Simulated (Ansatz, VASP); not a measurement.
# Two plane-wave programs on Co

Contents of INCAR:

```
SYSTEM = Co
  ALGO = Normal
  EDIFF = 1E-7
  ENCUT = 520
  GGA = RP
  ISIF = 2
  ISMEAR = -1
  LASPH = .TRUE.
  LCHARG = .FALSE.
  LREAL = .FALSE.
  LWAVE = .FALSE.
  NBANDS = 10
  NELM = 100
  PREC = Accurate
  SIGMA = 0.1
```

Contents of KPOINTS:

```
k-points
0
G
  18 18 18
  0 0 0
```

Contents of POSCAR:

```
Co
1.0
   -1.4127277108      1.4127277108      1.4127277108
    1.4127277108     -1.4127277108      1.4127277108
    1.4127277108      1.4127277108     -1.4127277108
Co
1
Direct
    0.0000000000      0.0000000000      0.0000000000
```

Input for Ansatz:

```yaml
crystal:
  lattice:
    - [-1.4127277108, 1.4127277108, 1.4127277108]
    - [1.4127277108, -1.4127277108, 1.4127277108]
    - [1.4127277108, 1.4127277108, -1.4127277108]
  atoms:
    - { symbol: Co, position: [0.0, 0.0, 0.0] }
hamiltonian:
  xc: rpbe
  pseudopotentials:
    kind: paw
    azcp:
      Co: "pseudopotentials/Co.paw.azcp"
basis:
  ecutwfc: 420
  fft_grid_basis: typed
kpoints:
  mp_grid: { grid: [18, 18, 18], shift: [0, 0, 0] }
magnetization:
  spin_polarized: false
scf:
  occupations: { method: fermi_dirac, width: 0.1 }
  lower_state_search: "off"
output:
  stress: true
```

Alike in both runs: task single point; functional RPBE; k mesh 18 × 18 × 18; occupations fermi-dirac, width 0.1 eV; no spin polarisation.

|  | VASP | Ansatz |
| --- | --- | --- |
| version | VASP 6.6.1 | Ansatz 0.2.0 |
| potentials or method | VASP PAW PBE potentials, release 64 (Co) | plane waves (420 eV) with PAW, scalar-relativistic |
| plane-wave cutoff (eV) | 520 | 420 |
| valence electrons in the cell | 9 | 17 |

```tsv
	VASP	Ansatz	Ansatz less VASP
pressure (GPa)	-8.0	-7.7	+0.32
```

The functional is the same, so the differences come from potentials, cutoffs and numerics. The two sets of potentials don't hold the same shells in valence.

Caveats: the PAW data sets were made with another functional, which shifts forces and pressure a little (VASP); the run has no spin polarisation, though such a crystal can be magnetic. Spin polarisation is off, so any magnetic state and its effect on volume and gap are missing.
